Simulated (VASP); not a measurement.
# CdS (Greenockite) (P6_3mc) in VASP: further runs, part 2 of 2

VASP 6.6.1. The steps go on from the part before.

### 3 Single point, PBE, spin-orbit coupling, no magnetisation

File INCAR:

```
ALGO     = Normal         # electronic algorithm
EDIFF    = 1E-7           # SCF threshold, eV
ENCUT    = 600            # plane-wave cutoff, eV
GGA      = PE             # functional
GGA_COMPAT= F            
ISIF     = 2              # what is computed and relaxed
ISMEAR   = 0              # smearing method
LASPH    = T              # aspherical terms in the spheres
LCHARG   = F              # write CHGCAR
LORBIT   = 11             # projections on sites
LREAL    = F              # projectors in reciprocal space
LSORBIT  = T              # spin-orbit coupling
LWAVE    = F              # write WAVECAR
MAGMOM   = 0 0 0 0 0 0 0 0 0 0 0 0 # initial moments
NBANDS   = 52             # bands
NELM     = 100            # most SCF steps
PREC     = Accurate       # precision mode
SIGMA    = 0.02           # smearing width, eV
```

File KPOINTS:

```
k-points
0
Gamma
  7 7 4
```

File POSCAR:

```
CdS
1.0
    4.1500000000      0.0000000000      0.0000000000
   -2.0750000000      3.5940054257      0.0000000000
    0.0000000000      0.0000000000      6.7370000000
Cd S
2 2
Direct
    0.6666666667      0.3333333333      0.5000000000
    0.3333333333      0.6666666667      0.0000000000
    0.6666666667      0.3333333333      0.8750000000
    0.3333333333      0.6666666667      0.3750000000
```

Potentials or basis: VASP PAW PBE potentials, release 64 (Cd, S).

On the command line:

```bash
> cat potpaw_PBE.64/Cd/POTCAR potpaw_PBE.64/S/POTCAR > POTCAR
> mpirun -np 1 vasp_ncl > vasp.out
```

OUTCAR:

```text
EDIFF = 1E-7
   ENCUT = 600
   GGA = PE
   ISIF = 2
   ISMEAR = 0
   LASPH = T
   LORBIT = 11
   LREAL = F
   LSORBIT = T
   NELM = 100
   PREC = Accurate

 Found     32 irreducible k-points:

 Following reciprocal coordinates:
            Coordinates               Weight
  0.000000  0.000000  0.000000      1.000000
  0.142857 -0.000000  0.000000      6.000000
  0.285714 -0.000000  0.000000      6.000000
  0.428571 -0.000000  0.000000      6.000000
  0.142857  0.142857  0.000000      6.000000
  0.285714  0.142857  0.000000     12.000000
   k-points           NKPTS =     32   k-points in BZ     NKDIM =     32   number of bands    NBANDS=     52
   number of dos      NEDOS =    301   number of ions     NIONS =      4
[... 498 lines left out ...]
     0.0000000     0.0000000     0.0000000     0.0000000     0.0000000     0.0000000     0.0000000
     0.0000000     0.0000000     0.0000000     0.0000000     0.0000000     0.0000000     0.0000000
     0.0000000     0.0000000     0.0000000     0.0000000     0.0000000     0.0000000     0.0000000

 total charge

# of ion       s       p       d       tot
------------------------------------------
    1        0.422   0.320   9.566  10.309
    2        0.422   0.320   9.566  10.309
    3        1.323   2.399   0.000   3.722
    4        1.323   2.399   0.000   3.722
--------------------------------------------------
tot          3.491   5.438  19.133  28.062

 magnetization (x)

# of ion       s       p       d       tot
------------------------------------------
    1       -0.000   0.000   0.000  -0.000
    2        0.000  -0.000   0.000  -0.000
    3        0.000   0.000   0.000   0.000
    4       -0.000   0.000   0.000  -0.000
--------------------------------------------------
tot         -0.000   0.000   0.000  -0.000

 magnetization (y)

# of ion       s       p       d       tot
------------------------------------------
    1        0.000   0.000   0.000   0.000
    2        0.000   0.000   0.000   0.000
    3        0.000   0.000   0.000   0.000
    4        0.000   0.000   0.000   0.000
--------------------------------------------------
tot          0.000   0.000   0.000   0.000

 magnetization (z)

# of ion       s       p       d       tot
------------------------------------------
    1        0.000   0.000   0.000   0.000
    2        0.000   0.000   0.000   0.000
    3        0.000   0.000   0.000   0.000
    4        0.000   0.000   0.000   0.000
--------------------------------------------------
tot          0.000   0.000   0.000   0.000
```

OSZICAR:

```text
N       E                     dE             d eps       ncg     rms          rms(c)
DAV:   1     0.283195110763E+03    0.28320E+03   -0.18672E+04  3328   0.143E+03
DAV:   2     0.521228510285E+01   -0.27798E+03   -0.26608E+03  3672   0.347E+02
DAV:   3    -0.131502853006E+02   -0.18363E+02   -0.18202E+02  3964   0.882E+01
DAV:   4    -0.134090027678E+02   -0.25872E+00   -0.25826E+00  3756   0.986E+00
DAV:   5    -0.134131122542E+02   -0.41095E-02   -0.41090E-02  3832   0.124E+00    0.114E+01
DAV:   6    -0.123434612676E+02    0.10697E+01   -0.17422E+00  3984   0.144E+01    0.888E+00
DAV:   7    -0.123315684443E+02    0.11893E-01   -0.81051E-01  3520   0.490E+00    0.405E+00
DAV:   8    -0.123267049766E+02    0.48635E-02   -0.10241E-01  3580   0.321E+00    0.759E-01
DAV:   9    -0.123248581033E+02    0.18469E-02   -0.11859E-02  3644   0.136E+00    0.366E-01
DAV:  10    -0.123252410287E+02   -0.38293E-03   -0.16363E-03  3580   0.259E-01    0.108E-01
DAV:  11    -0.123254251305E+02   -0.18410E-03   -0.64536E-04  3572   0.277E-01    0.750E-02
DAV:  12    -0.123254922596E+02   -0.67129E-04   -0.20389E-04  3424   0.993E-02    0.251E-02
DAV:  13    -0.123254920151E+02    0.24451E-06   -0.79723E-06  3784   0.173E-02    0.157E-02
DAV:  14    -0.123254929000E+02   -0.88487E-06   -0.41904E-06  3424   0.160E-02    0.946E-03
DAV:  15    -0.123254929882E+02   -0.88253E-07   -0.53706E-07  3804   0.536E-03
   1 F= -.12325493E+02 E0= -.12325493E+02  d E =-.241733E-18  mag=     0.0000     0.0000    -0.0000
```

stdout:

```text
POSCAR found type information on POSCAR CdS
 POSCAR found :  2 types and       4 ions
 scaLAPACK will be used
 LDA part: xc-table for (Slater+PW92), standard interpolation
 POSCAR, INCAR and KPOINTS ok, starting setup
 FFT: planning ... GRIDC
 FFT: planning ... GRID_SOFT
 FFT: planning ... GRID
 WAVECAR not read
 entering main loop
```

It took 5.9 min on 1 thread of AMD EPYC 7R13 (Zen 3), shared host; peak memory 0.64 GiB.

These settings aren't checked as converged: the numbers below hold their error.

What came out:

```yaml
Free_energy: -12.3255 eV
Pressure: 2.3 GPa
Largest_force: 0.069 eV/Å
Valence_electrons_inside_the_program's_atomic_spheres: Cd 10.31; S 3.72
```
